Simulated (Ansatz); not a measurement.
Input of an Ansatz 0.2.0 run:

Contents of input.yaml:

```yaml
crystal:
  lattice:
    - [2.9121517351, 0.0, 0.0]
    - [-1.4560758676, 2.5219973823, 0.0]
    - [0.0, 0.0, 10.55527]
  atoms:
    - { symbol: Ni, position: [0.0, 0.0, 0.5], spin: 1.0 }
    - { symbol: Ni, position: [0.0, 0.0, 0.0], spin: 1.0 }
    - { symbol: O, position: [0.3333333333, 0.6666666667, 0.589079] }
    - { symbol: O, position: [0.3333333333, 0.6666666667, 0.910921] }
    - { symbol: O, position: [0.6666666667, 0.3333333333, 0.410921] }
    - { symbol: O, position: [0.6666666667, 0.3333333333, 0.089079] }
hamiltonian:
  xc: pbesol
  pseudopotentials: { kind: paw, source: ansatz }
magnetization:
  spin_polarized: true
kpoints:
  mp_grid: { grid: [10, 10, 3] }
scf:
  occupations: { method: fermi_dirac, width: 0.05 }
output:
  forces: true
  stress: true
  eigenvalues: true
```

Potentials or basis: Ansatz PAW earlier set.

The run is started by

```console
$ ansatz run input.yaml --threads 2 --pin off --max-ram 5632MiB --backend cpu --events-out ev --progress --plain --runs-dir out
```

(1) Estimate the largest force.

(2) Predict the net moment.

(3) Predict the pressure.

Results:

(1) 1.040 eV/Å.

(2) 0.00 μB per cell.

(3) -15.2 GPa.

Caveat: odd divisions of the mesh miss points on the zone boundary, where band edges often lie, so the gap on the mesh can be too wide; the PAW data sets come from PBE, with cores solved anew for the run's functional, which leaves a small shift of forces and pressure; forces of over 1 eV/Å show positions far from the minimum, so gaps and moduli don't describe the material at rest; the starting moments weren't kept.
